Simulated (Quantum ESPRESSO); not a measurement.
A calculation with Quantum ESPRESSO 7.5 of Mo (ASE script, structure typed inline):

File run.py:

```python
import numpy as np
from ase.calculators.espresso import Espresso, EspressoProfile
from ase import Atoms

atoms = Atoms(['Mo'],
              cell=[[-1.5838089719, 1.5838089719, 1.5838089719], [1.5838089719, -1.5838089719, 1.5838089719], [1.5838089719, 1.5838089719, -1.5838089719]],
              scaled_positions=[[0.0, 0.0, 0.0]],
              pbc=True)

input_data = {
    'control': {'calculation': 'scf', 'prefix': 'pwscf', 'outdir': './tmp', 'tprnfor': True, 'tstress': True, 'disk_io': 'nowf'},
    'system': {'ecutwfc': 45.0, 'ecutrho': 360.0, 'nbnd': 13, 'occupations': 'smearing', 'smearing': 'fd', 'degauss': 0.00367493},
    'electrons': {'conv_thr': 2e-10, 'electron_maxstep': 120, 'mixing_beta': 0.5},
}
pseudopotentials = {'Mo': 'mo_pbesol_v1.uspp.F.UPF'}
profile = EspressoProfile(command='mpirun -n 2 pw.x -nk 2', pseudo_dir='pseudo')
dft = Espresso(profile=profile, input_data=input_data, pseudopotentials=pseudopotentials, kpts=(12, 12, 12), koffset=(0, 0, 0))
atoms.calc = dft

print(f'energy {atoms.get_potential_energy():.8f} eV')
print('forces (eV/A)')
print(np.round(atoms.get_forces(), 6))
print('stress (eV/A^3, Voigt)')
print(np.round(atoms.get_stress(), 8))
print(f'Fermi level {dft.get_fermi_level():.4f} eV')
```

Potentials or basis: GBRV 1.5 PBEsol.

Command:

```console
$ OMP_NUM_THREADS=1 python run.py
```

Write the same calculation in another form: native input, structure typed inline.

As run:

File pw.in:

```
&CONTROL
  calculation = 'scf'
  prefix = 'pwscf'
  outdir = './tmp'
  pseudo_dir = './pseudo'
  tprnfor = .true.
  tstress = .true.
  disk_io = 'low'
/
&SYSTEM
  ibrav = 0
  nat = 1
  ntyp = 1
  ecutwfc = 45
  ecutrho = 360
  nbnd = 13
  occupations = 'smearing'
  smearing = 'fd'
  degauss = 0.00367493
/
&ELECTRONS
  conv_thr = 2d-10
  electron_maxstep = 120
  mixing_beta = 0.5
/
ATOMIC_SPECIES
Mo    95.9500 mo_pbesol_v1.uspp.F.UPF
CELL_PARAMETERS angstrom
  -1.5838089719    1.5838089719    1.5838089719
   1.5838089719   -1.5838089719    1.5838089719
   1.5838089719    1.5838089719   -1.5838089719
ATOMIC_POSITIONS crystal
Mo     0.0000000000    0.0000000000    0.0000000000
K_POINTS automatic
12 12 12 0 0 0
```

File pp_density.in:

```
&INPUTPP
  prefix = 'pwscf'
  outdir = './tmp'
  filplot = 'density.dat'
  plot_num = 0
/
&PLOT
  nfile = 1
  filepp(1) = 'density.dat'
  iflag = 3
  output_format = 6
  fileout = 'density.cube'
/
```

File pp_potential.in:

```
&INPUTPP
  prefix = 'pwscf'
  outdir = './tmp'
  filplot = 'potential.dat'
  plot_num = 11
/
&PLOT
  nfile = 1
  filepp(1) = 'potential.dat'
  iflag = 3
  output_format = 6
  fileout = 'potential.cube'
/
```

Potentials or basis: GBRV 1.5 PBEsol.

The run is started by

```bash
$ OMP_NUM_THREADS=1 mpirun -n 2 pw.x -nk 2 -in pw.in > pw.out
$ OMP_NUM_THREADS=1 mpirun -n 1 pp.x -in pp_density.in > pp_density.out
$ OMP_NUM_THREADS=1 mpirun -n 1 pp.x -in pp_potential.in > pp_potential.out
```

Both were run:

|  | ASE script, structure typed inline | native input, structure typed inline |
| --- | --- | --- |
| Pressure | -10.4 GPa | -10.4 GPa |
| Band gap on the k mesh | none (metal or under the smearing width) | none (metal or under the smearing width) |

Keys that steer only the numerical path or the files written may differ.
